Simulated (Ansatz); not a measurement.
# Abstraction of Br: C4H9Br + BCl2 → C4H9 + BBrCl2

Species: C4H9Br (1-bromobutane) `CCCCBr`, singlet; BCl2 `Cl[B]Cl`, doublet; C4H9 (1-butyl radical) `[CH2]CCC`, doublet; BBrCl2 (bromodichloroborane) `ClB(Cl)Br`, singlet. A radical takes Br: the energy is the difference in strength between the C–Br bond broken and the B–Br bond made.

Shapes, held fixed at every level: PBE0-D4/def2-TZVP. Flexible molecules stand in one conformer, not always the lowest. Programs: Ansatz 0.2.0. The zero-point and thermal change to 298 K, harmonic and unscaled (PBE0-D4/def2-TZVP), is -8.2 kJ/mol.

```tsv
level	kind	ΔH(298 K) (kJ/mol)	less CCSD(T)/def2-SVP
MP2/def2-SVP	perturbation theory	-131.7	0.0
MP2/def2-TZVPP	perturbation theory	-119.2	+12.5
HF/def2-TZVPP	Hartree–Fock	-132.3	-0.6
BHLYP-D4/def2-TZVPP	global hybrid	-129.7	+2.0
wB97M-V/def2-TZVPP	range-separated hybrid	-128.1	+3.6
wB97X-V/def2-TZVPP	range-separated hybrid	-122.5	+9.2
B2PLYP/def2-TZVPP	double hybrid	-122.7	+9.0
CCSD(T)/def2-SVP	coupled cluster or CI	-131.7	0.0
```

The highest level, CCSD(T)/def2-SVP, gives ΔH(298 K) = -131.7 kJ/mol; the levels span -132.3 to -119.2. The column of differences is taken from that level and isn't an error. No measured value is set beside it here. Open shells run unrestricted. Relativity is left out for Br. Outer-core shells of Br are correlated in most correlated rows, in sets that cover them unevenly.

Bromine transfer from carbon to boron is strongly exothermic at every level, so the B–Br bond formed is clearly stronger than the primary C–Br bond broken. Boron is less electronegative than carbon, which makes its bond to bromine more polar, and its formally empty p orbital accepts π density from the bromine lone pairs. Saturated carbon has no comparable low-lying acceptor. The chlorines already donate into the same orbital, which probably tempers the π contribution without removing it.

The sign is secure, but the exact enthalpy is less so. Enlarging the basis makes the MP2 value 12.5 kJ/mol less exothermic, nearly the whole spread of the table. MP2 and CCSD(T) coincide in the small basis, which suggests that a larger-basis coupled-cluster result would also be less exothermic than -131.7 kJ/mol. The closeness of Hartree–Fock to that value is therefore probably fortuitous, and nearness to it is no sound ranking of the functionals. The exothermicity alone doesn't establish a low barrier or fast abstraction.
